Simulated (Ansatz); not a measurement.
# CdF2 (Fm-3m) in Ansatz: a series of runs

One crystal, CdF2, is run at these levels: HSE06, PBE0, r2SCAN0; tasks: band structure.

Program: Ansatz 0.2.0. These are calculated values, not measurements. Logs are shortened: lines on timing, memory, paths and dates and some standing lists are left out, and cuts for length are marked.

## 1. Starting point

It takes space group Fm-3m (No. 225, cubic). The conventional cell has a = 5.388 Å, b = 5.388 Å, c = 5.388 Å, α = 90.00°, β = 90.00°, γ = 90.00°. Around Cd (site symmetry m-3m) lie 8 F at 2.33 Å. Around F (site symmetry -43m) lie 4 Cd at 2.33 Å.

## 2. Band structure, HSE06

File input.yaml:

```yaml
crystal:
  lattice:
    - [0.0, 2.694, 2.694]
    - [2.694, 0.0, 2.694]
    - [2.694, 2.694, 0.0]
  atoms:
    - { symbol: Cd, position: [0.0, 0.0, 0.0] }
    - { symbol: F, position: [0.75, 0.75, 0.75] }
    - { symbol: F, position: [0.25, 0.25, 0.25] }
hamiltonian:
  xc: hse06
  pseudopotentials: { kind: paw }
kpoints:
  mp_grid: { grid: [5, 5, 5] }
  band_path:
    path:
      - [[0.0, 0.0, 0.0], [0.5, 0.0, 0.5], [0.5, 0.25, 0.75], [0.375, 0.375, 0.75], [0.0, 0.0, 0.0], [0.5, 0.5, 0.5], [0.625, 0.25, 0.625], [0.5, 0.25, 0.75], [0.5, 0.5, 0.5], [0.375, 0.375, 0.75]]
      - [[0.625, 0.25, 0.625], [0.5, 0.0, 0.5]]
    npoints: 4
scf:
  occupations: { method: fermi_dirac, width: 0.05 }
  n_extra_bands: 7
output:
  forces: true
  stress: true
  eigenvalues: true
  fatbands: false
```

Potentials or basis: Ansatz PAW.

Started as:

```
$ ansatz run input.yaml --threads 2 --pin off --max-ram 5632MiB --backend cpu --events-out ev --progress --plain --runs-dir out
```

Log:

```text
Warning: output.stress: scf.convergence.dr2_threshold = 1e-7 eV (the SCF's general default) is looser than the 3e-10 eV advised for a printed stress (1e-10 eV for each atom of the cell: 3). What an SCF threshold leaves in a stress goes as its square root, and in the free energy as the threshold itself, and one threshold admits the most on a small cell: of the crystals measured, under no hybrid functional and no lock of the moments, on runs that ended without the residual-converged pass, on stresses that held no estimate of that error, the worst erred by over 100 MPa in a component at 1e-7 eV an atom and by under 5 at 1e-10. Set scf.convergence.dr2_threshold to 3e-10 eV or tighter. The threshold is an SCF's pass mark: one that does not reach it within its budget of iterations ends unconverged, or closes short of it on a stop that the run arms, and scf.convergence.dr2_threshold's page says what that costs each kind of run
Warning: output.stress: scf.exx.energy_threshold = 1e-6 eV is looser than the 3e-8 eV advised for a stress under a hybrid functional (1e-8 eV for each atom of the cell: 3). Every SCF of the exchange loop can meet its threshold on dr2 while the loop round them stops early: no threshold on dr2 bounds what that leaves in the stress. Set scf.exx.energy_threshold to 3e-8 eV or tighter. The threshold is the loop's pass mark: a loop that does not reach it within its budget of cycles ends unconverged, and scf.exx.energy_threshold's page has the law
Warning: RAYON_NUM_THREADS=2 ignored (pool sized by the plan → 2); use --threads N
scf.n_extra_bands = 7 over 17 filled bands (N_el = 34.0): the run solves 24 bands
Engine: ansatz 0.2.0, aarch64-unknown-linux-gnu
Pseudopotentials: kind: paw
Pseudopotential: Cd, paw, valence charge 20, recommended cutoff 420 eV (normal), Cd.paw.azcp
Pseudopotential: F, paw, valence charge 7, recommended cutoff 420 eV (normal), F.paw.azcp
Functional definition: HSE06
  parameter a = 0.25
  parameter omega = 0.11/bohr
  exchange = pbe_x - a*pbe_x_sr(omega) + a*exact_x_sr(omega)
  correlation = pbe_c
Crystal: 3 atoms, lattice volume = 39.104 Å³
Basis set: ecut = 420 eV, 749 PW (Γ), exchange–correlation on 54×54×54 points (8 copies of the dense FFT grid, shifted against one another)
Bands: 24, of which v1, the nominal top of the filled ones, is band 17 counted from 1 (16 counted from 0)
Symmetry: 48 space group operations
Space group: Fm-3m (ITA 225), of the structure as read, at distance tolerance 3.4e-5 Å
k-points: 10 of 125
Non-local potential: Cd, projectors of the file, l = 0: 3, l = 1: 2, l = 2: 2, l = 3: 1
Non-local potential: F, projectors of the file, l = 0: 2, l = 1: 2, l = 2: 1
PAW form: soft (Blöchl's): semilocal exchange-correlation on the pseudo side does not see the compensation charge
PAW frozen core: Cd, regenerated for the run's functional, and the local potential with it (the file was generated under x = pbe(κ = 0.804, μ = 0.2195149727645171), c = pbe(β = 0.06672455060314922))
PAW frozen core: F, regenerated for the run's functional, and the local potential with it (the file was generated under x = pbe(κ = 0.804, μ = 0.2195149727645171), c = pbe(β = 0.06672455060314922))
PAW one-centre angular grid: Cd, 590 points (default); XC on 64 Gauss nodes
PAW one-centre angular grid: F, 110 points (default); XC on 64 Gauss nodes
Initial density: superposition of atomic densities (neutral atoms: chi_scale 0, normalization atom), corrected by the library's trained network
Initial wavefunctions: pseudopotential atomic-orbital guess
Functional: x = pbe(κ = 0.804, μ = 0.2195149727645171), c = pbe(β = 0.06672455060314922), warm-up for x = pbe(κ = 0.804, μ = 0.2195149727645171) + 0.25 (exact − pbe) at short range (hse, ω = 0.20786987370883472 Å⁻¹), c = pbe(β = 0.06672455060314922); HSE06 as pw.x's `hse` composes it (authors' and Libxc's form: `xc: wpbeh`)
SCF iter   1: F=—  HF=-9872.133290 eV  |F-HF|=—  |Δ(HF+E_count)|=         —  Δρ=1.05e-3  dr2=2.10e-4  ethr=1.77e-3  ⟨swp⟩=2.0  Hψ=1597  notcnv=0
preconditioner: auto → none  [insulator: Δε(μ)=3.179 eV  Ē_g=19.939 eV  σ=0.050 eV  W_gap=1.00  n_scr=14 (ndim 8)  ℏωp=30.3 eV  f_vac=0.125  D(μ)=0.00/eV (n_scr^D=0)]
iter 2 solved again at ethr=2.92e-8 eV; its pass at ethr=6.17e-7 eV (dr2=9.91e-6 eV) is discarded
SCF iter   2: F=-9872.133578 eV  HF=-9872.133490 eV  |F-HF|=8.77e-5  |Δ(HF+E_count)|=   2.01e-4  Δρ=2.81e-4  dr2=9.92e-6  ethr=2.92e-8  ⟨swp⟩=2.1  Hψ=997  notcnv=0  defer=1
SCF 1 stopped early in 2 iterations: F = -9872.133578 eV  dr2 = 9.92e-6
Initial density: handed on by an earlier stage of this run
Initial wavefunctions: those handed on with the density
Functional: x = pbe(κ = 0.804, μ = 0.2195149727645171) + 0.25 (exact − pbe) at short range (hse, ω = 0.20786987370883472 Å⁻¹), c = pbe(β = 0.06672455060314922); HSE06 as pw.x's `hse` composes it (authors' and Libxc's form: `xc: wpbeh`)
Exchange kernel: α = 0.2500, screened, ω = 0.2079 Å⁻¹, Wigner–Seitz truncation, v(0) = 1042.2062 eV·Å³, q-mesh 5×5×5, nearest image of the exchange supercell L = 19.05 Å, pair-density grid 18×18×18, without the augmentation charges, whose exchange is taken in its separable form by FFT convolution over the k-point mesh (sized by the pseudopotential files, 24×24×24 at the most), smooth part of the exact exchange by density-matrix convolution
Frozen-core exchange: fock
SCF iter   1: F=—  HF=-9875.587448 eV  |F-HF|=—  |Δ(HF+E_count)|=         —  Δρ=1.22e-2  dr2=5.61e-2  ethr=2.92e-7  ⟨swp⟩=6.3  Hψ=1122  notcnv=0
preconditioner: auto → none  [insulator: Δε(μ)=5.379 eV  Ē_g=22.782 eV  σ=0.050 eV  W_gap=1.00  n_scr=14 (ndim 8)  ℏωp=30.3 eV  f_vac=0.125  D(μ)=0.00/eV (n_scr^D=0)]
SCF iter   2: F=—  HF=-9875.573274 eV  |F-HF|=—  |Δ(HF+E_count)|=   1.42e-2  Δρ=7.36e-3  dr2=7.58e-3  ethr=2.92e-7  ⟨swp⟩=5.0  Hψ=864  notcnv=0
SCF iter   3: F=—  HF=-9875.584351 eV  |F-HF|=—  |Δ(HF+E_count)|=   1.11e-2  Δρ=3.17e-3  dr2=2.66e-3  ethr=2.92e-7  ⟨swp⟩=4.0  Hψ=722  notcnv=0
SCF iter   4: F=—  HF=-9875.583671 eV  |F-HF|=—  |Δ(HF+E_count)|=   6.80e-4  Δρ=1.11e-3  dr2=3.08e-4  ethr=2.92e-7  ⟨swp⟩=3.3  Hψ=573  notcnv=0
SCF iter   5: F=—  HF=-9875.583983 eV  |F-HF|=—  |Δ(HF+E_count)|=   3.12e-4  Δρ=6.23e-4  dr2=1.13e-4  ethr=2.92e-7  ⟨swp⟩=3.1  Hψ=528  notcnv=0
SCF iter   6: F=-9875.583944 eV  HF=-9875.583950 eV  |F-HF|=6.35e-6  |Δ(HF+E_count)|=   3.24e-5  Δρ=3.66e-5  dr2=3.88e-7  ethr=2.90e-7  ⟨swp⟩=3.1  Hψ=486  notcnv=0  defer=1
SCF 2 stopped early in 6 iterations: F = -9875.583944 eV  dr2 = 3.88e-7
hybrid outer 1: dexx = +1.434e-2 eV, tail = 3.65e-5 eV
Exchange kernel: α = 0.2500, screened, ω = 0.2079 Å⁻¹, Wigner–Seitz truncation, v(0) = 1042.2062 eV·Å³, q-mesh 5×5×5, nearest image of the exchange supercell L = 19.05 Å, pair-density grid 18×18×18, without the augmentation charges, whose exchange is taken in its separable form by FFT convolution over the k-point mesh (sized by the pseudopotential files, 24×24×24 at the most), smooth part of the exact exchange by density-matrix convolution
Frozen-core exchange: fock
SCF iter   1: F=—  HF=-9875.584167 eV  |F-HF|=—  |Δ(HF+E_count)|=         —  Δρ=7.79e-5  dr2=1.27e-6  ethr=5.37e-7  ⟨swp⟩=5.2  Hψ=608  notcnv=0
preconditioner: auto → none  [insulator: Δε(μ)=5.299 eV  Ē_g=22.710 eV  σ=0.050 eV  W_gap=1.00  n_scr=14 (ndim 8)  ℏωp=30.3 eV  f_vac=0.148  D(μ)=0.00/eV (n_scr^D=0)]
SCF iter   2: F=—  HF=-9875.584167 eV  |F-HF|=—  |Δ(HF+E_count)|=   1.80e-7  Δρ=2.70e-5  dr2=9.72e-8  ethr=3.04e-9  ⟨swp⟩=3.5  Hψ=520  notcnv=0
SCF iter   3: F=-9875.584167 eV  HF=-9875.584167 eV  |F-HF|=4.34e-9  |Δ(HF+E_count)|=   1.94e-7  Δρ=4.37e-6  dr2=4.45e-9  ethr=2.30e-10  ⟨swp⟩=3.5  Hψ=557  notcnv=0  defer=5
SCF 3 converged in 3 iterations: F = -9875.584167 eV  dr2 = 4.45e-9
  Residual-converged pass: ⟨swp⟩=3.0  Hψ=475  notcnv=0  max |occ|·‖R‖ = 2.4e-6 eV (tolerance 2.4e-6 eV)  dr2=4.40e-9  dr2_onsite=1.16e-9  max |Δocc| = 0.0e0
hybrid outer 2: dexx = +3.467e-7 eV, tail = 3.65e-8 eV, Δε = 2.48e-3 eV (about 9.36e-5 eV left of the loop's levels)
NSCF: frozen V_eff on 42 k-points
hybrid SCF converged: 2 outer / 9 inner (+2 warm-up), last move |dexx| = 3.47e-7 eV, tail = 3.65e-8 eV
Stability not checked: this state was not tested for a lower state beside it, because the functional holds exact exchange (a hybrid, or Hartree-Fock), whose exchange loop this test does not read (fock_operator; see scf.lower_state_search)
Free energy (F): -9875.584167 eV
Frozen-core exchange: fock
Harris-Foulkes:  -9875.584167 eV  (|F-HF|=4.34e-9)
Internal energy: -9875.584167 eV  (E = F + TS)
E sigma→0 (E₀):  -9875.584167 eV
Fermi energy:    7.536930 eV
--- Per-component energies (eV) ---
  E_band       = -570.812916
  E_kinetic    = 923.670165
  E_local      = -4242.102103  (includes V_loc(G=0)·N_el)
  E_nonlocal   = 182.371166
  E_hartree    = 1883.656028
  E_xc         = -267.801509
  E_vxc        = -336.552051  (∫ρ·V_xc dr)
  E_exx        = -141.957811  (= α·E_x^exact, valence–valence)
  E_paw        = -4418.905192  (= ΣΔE_a)
  E_vpaw       = -581.605370  (= ΣTr[D̂ρ^β])
  E_aug_tail   = 0.004124  (compensation charges beyond the density's cutoff)
  E_ewald      = -3793.856633
  E_core_change = -0.662401  (= ΣΔE_core)
  E_smearing   = -0.000000  (= −TS)
  E_closure    = -0.000000  (closes the sum)
  Σ components = -9875.584167   (vs F -9875.584167, Δ=0.00e0)
--- Forces (eV/Å), atoms counted from 1 ---
  atom   1  Cd    -0.00000000    -0.00000000    -0.00000000
  atom   2  F     -0.00000000     0.00000000    -0.00000000
  atom   3  F     -0.00000000     0.00000000    -0.00000000
  max |Σ_I F_I| component: 5.78e-18 eV/Å
--- Stress (GPa, compression-positive) ---
        1.770860       0.000000       0.000000
       -0.000000       1.770860      -0.000000
        0.000000      -0.000000       1.770860
  P = ⅓ Tr σ = 1.7709 GPa (17.709 kbar)
--- Band table (eV; the first three rows and the last of 10) ---
  k-point 0: bands = ["-97.7269", "-57.5142", "-57.5142", "-57.5142", "-17.5627", "-16.4322", "-1.1794", "-1.1794", "-1.1794", "0.1108", "0.1108", "3.8761", "3.8761", "3.8761", "4.3085", "4.3085", "4.3085", "10.1000", "19.8657", "19.8657", "19.8657", "24.7489", "27.0839", "27.0839"]
  k-point 1: bands = ["-97.7269", "-57.5152", "-57.5144", "-57.5144", "-17.4373", "-16.5435", "-1.0374", "-1.0374", "-0.7530", "0.0784", "0.0784", "2.9690", "3.5877", "3.5877", "3.9797", "4.3593", "4.3593", "11.3875", "18.4041", "20.4776", "20.4776", "26.2798", "26.2798", "26.6439"]
  k-point 2: bands = ["-97.7269", "-57.5166", "-57.5147", "-57.5147", "-17.1435", "-16.8085", "-0.8438", "-0.8438", "0.1278", "0.1370", "0.1370", "2.1485", "2.8669", "3.0622", "3.0622", "4.4291", "4.4291", "13.7747", "16.6330", "21.6586", "21.6586", "25.4757", "25.4757", "26.1052"]
  k-point 9: bands = ["-97.7268", "-57.5164", "-57.5158", "-57.5152", "-17.0338", "-16.8778", "-0.5712", "-0.3744", "-0.2134", "0.1064", "0.1078", "1.3750", "2.2843", "2.8556", "3.6990", "4.2964", "4.8022", "14.9991", "17.4766", "19.7656", "19.9643", "23.2191", "26.4527", "28.3938"]
```

Wall time 86 s (2 threads of Arm Neoverse V2, shared host); peak memory 0.78 GiB.

What came out:

```yaml
Free_energy: -9875.5842 eV
Pressure: 1.8 GPa
Band_gap_on_the_k_mesh: 5.30 eV, indirect (least direct gap 5.79 eV)
Band_gap_along_the_path: 5.21 eV, indirect (least direct gap 5.79 eV)
```

Levels at the corners of the path, in eV from the valence-band top:
```csv
point,band 13,band 14,band 15,band 16,band 17,band 18,band 19,band 20,band 21,band 22
Γ,-1.02,-1.02,-0.58,-0.58,-0.58,5.21,14.97,14.97,14.97,19.86
X,-3.10,-3.10,-0.54,-0.09,-0.09,10.46,11.92,13.90,16.80,16.80
W,-2.76,-1.60,-1.60,-0.64,0.00,10.54,13.55,14.04,14.04,18.75
K,-2.66,-2.46,-0.99,-0.36,-0.22,10.41,13.05,13.23,16.74,17.01
Γ,-1.02,-1.02,-0.58,-0.58,-0.58,5.21,14.97,14.97,14.97,19.86
L,-2.35,-1.93,-1.93,-0.45,-0.45,9.53,11.24,17.01,17.01,20.47
U,-2.66,-2.46,-0.99,-0.36,-0.22,10.41,13.05,13.23,16.74,17.01
W,-2.76,-1.60,-1.60,-0.64,0.00,10.54,13.55,14.04,14.04,18.75
L,-2.35,-1.93,-1.93,-0.45,-0.45,9.53,11.24,17.01,17.01,20.47
K,-2.66,-2.46,-0.99,-0.36,-0.22,10.41,13.05,13.23,16.74,17.01
U,-2.66,-2.46,-0.99,-0.36,-0.22,10.41,13.05,13.23,16.74,17.01
X,-3.10,-3.10,-0.54,-0.09,-0.09,10.46,11.92,13.90,16.80,16.80
```

Caveat: the k mesh misses the band edges, so the gap on the mesh is wider than the one along the path; the pressure holds a Pulay correction of +0.5 GPa for the finite cutoff; the PAW data sets come from PBE, with cores solved anew for the run's functional, which leaves a small shift of forces and pressure; the thresholds are loose for stress.

## 3. Band structure, PBE0

Edit input.yaml of step 2 so:

```diff
@@ -10,3 +10,3 @@
 hamiltonian:
-  xc: hse06
+  xc: pbe0
   pseudopotentials: { kind: paw }
@@ -27 +27,5 @@
   fatbands: false
+  write_density: true
+  write_potential: true
+  elf: true
+  volumetric_format: npy
```

Potentials or basis: Ansatz PAW.

Started as:

```
$ ansatz run input.yaml --threads 2 --pin off --max-ram 5632MiB --backend cpu --events-out ev --progress --plain --runs-dir out
```

It took 83 s on 2 threads of Arm Neoverse V2, shared host; peak memory 0.78 GiB.

It converged, with:

```yaml
Free_energy: -9875.1623 eV
Pressure: 1.5 GPa
Band_gap_on_the_k_mesh: 6.05 eV, indirect (least direct gap 6.54 eV)
Band_gap_along_the_path: 5.96 eV, indirect (least direct gap 6.54 eV)
```

Levels at the corners of the path, in eV from the valence-band top:
```tsv
point	band 15	band 16	band 17	band 18	band 19	band 20
Γ	-0.58	-0.58	-0.58	5.96	15.74	15.74
X	-0.55	-0.09	-0.09	11.25	12.68	14.68
W	-1.61	-0.64	0.00	11.33	14.33	14.81
K	-1.00	-0.37	-0.22	11.20	13.82	14.01
Γ	-0.58	-0.58	-0.58	5.96	15.74	15.74
L	-1.94	-0.45	-0.45	10.32	12.02	17.78
U	-1.00	-0.37	-0.22	11.20	13.82	14.01
W	-1.61	-0.64	0.00	11.33	14.33	14.81
L	-1.94	-0.45	-0.45	10.32	12.02	17.78
K	-1.00	-0.37	-0.22	11.20	13.82	14.01
U	-1.00	-0.37	-0.22	11.20	13.82	14.01
X	-0.55	-0.09	-0.09	11.25	12.68	14.68
```

Caveat: the k mesh misses the band edges, so the gap on the mesh is wider than the one along the path; the pressure holds a Pulay correction of +0.5 GPa for the finite cutoff; the PAW data sets come from PBE, with cores solved anew for the run's functional, which leaves a small shift of forces and pressure; the thresholds are loose for stress.

## 4. Band structure, r2SCAN0

Edit input.yaml of step 3 so:

```diff
@@ -10,3 +10,3 @@
 hamiltonian:
-  xc: pbe0
+  xc: r2scan0
   pseudopotentials: { kind: paw }
@@ -27,5 +27 @@
   fatbands: false
-  write_density: true
-  write_potential: true
-  elf: true
-  volumetric_format: npy
```

Started as:

```
$ ansatz run input.yaml --threads 2 --pin off --max-ram 5632MiB --backend cpu --events-out ev --progress --plain --runs-dir out
```

Run time: 2.3 min. Hardware: 2 threads of Arm Neoverse V2, shared host; peak memory 1 GiB.

Results (log left out):

| Item | Value |
| --- | --- |
| Free energy | -9888.2657 eV |
| Pressure | -1.9 GPa |
| Band gap on the k mesh | 6.52 eV, indirect (least direct gap 7.02 eV) |
| Band gap along the path | 6.43 eV, indirect (least direct gap 7.02 eV) |

Levels at the corners of the path, in eV from the valence-band top:
```csv
point,band 13,band 14,band 15,band 16,band 17,band 18,band 19,band 20,band 21,band 22
Γ,-1.02,-1.02,-0.59,-0.59,-0.59,6.43,16.37,16.37,16.37,20.77
X,-3.12,-3.12,-0.55,-0.09,-0.09,11.87,13.29,14.80,18.27,18.27
W,-2.78,-1.61,-1.61,-0.65,0.00,11.95,14.50,15.45,15.45,20.26
K,-2.68,-2.47,-1.00,-0.37,-0.22,11.81,14.24,14.44,18.08,18.51
Γ,-1.02,-1.02,-0.59,-0.59,-0.59,6.43,16.37,16.37,16.37,20.77
L,-2.37,-1.94,-1.94,-0.46,-0.46,10.90,12.34,18.55,18.55,21.76
U,-2.68,-2.47,-1.00,-0.37,-0.22,11.81,14.24,14.44,18.08,18.51
W,-2.78,-1.61,-1.61,-0.65,0.00,11.95,14.50,15.45,15.45,20.26
L,-2.37,-1.94,-1.94,-0.46,-0.46,10.90,12.34,18.55,18.55,21.76
K,-2.68,-2.47,-1.00,-0.37,-0.22,11.81,14.24,14.44,18.08,18.51
U,-2.68,-2.47,-1.00,-0.37,-0.22,11.81,14.24,14.44,18.08,18.51
X,-3.12,-3.12,-0.55,-0.09,-0.09,11.87,13.29,14.80,18.27,18.27
```

Caveat: the k mesh misses the band edges, so the gap on the mesh is wider than the one along the path; the pressure holds a Pulay correction of +0.4 GPa for the finite cutoff; the PAW data sets come from PBE, with cores solved anew for the run's functional, which leaves a small shift of forces and pressure; the thresholds are loose for stress.

## 5. The runs side by side

```tsv
level	cutoff (eV)	gap on the mesh (eV)	pressure (GPa)
HSE06	420	5.30	1.8
PBE0	420	6.05	1.5
r2SCAN0	500	6.52	-1.9
```

Alike in all rows: task band structure; potentials or basis Ansatz PAW; no spin polarisation; cell as given; k mesh 5 × 5 × 5; smearing fermi-dirac 0.05 eV.

On the cell as given the gap runs from 5.21 eV (HSE06) to 6.43 eV (r2SCAN0). The pressure there spans -1.9 GPa (r2SCAN0) to 1.8 GPa (HSE06); a positive pressure means that this level wants a larger cell, a negative one a smaller.

Caveats: the k mesh misses the band edges, so the gap on the mesh is wider than the one along the path; the PAW data sets come from PBE, with cores solved anew for the run's functional, which leaves a small shift of forces and pressure; the thresholds are loose for stress.

Total energies depend on the potentials used, so only differences within one code and one set of settings carry meaning.
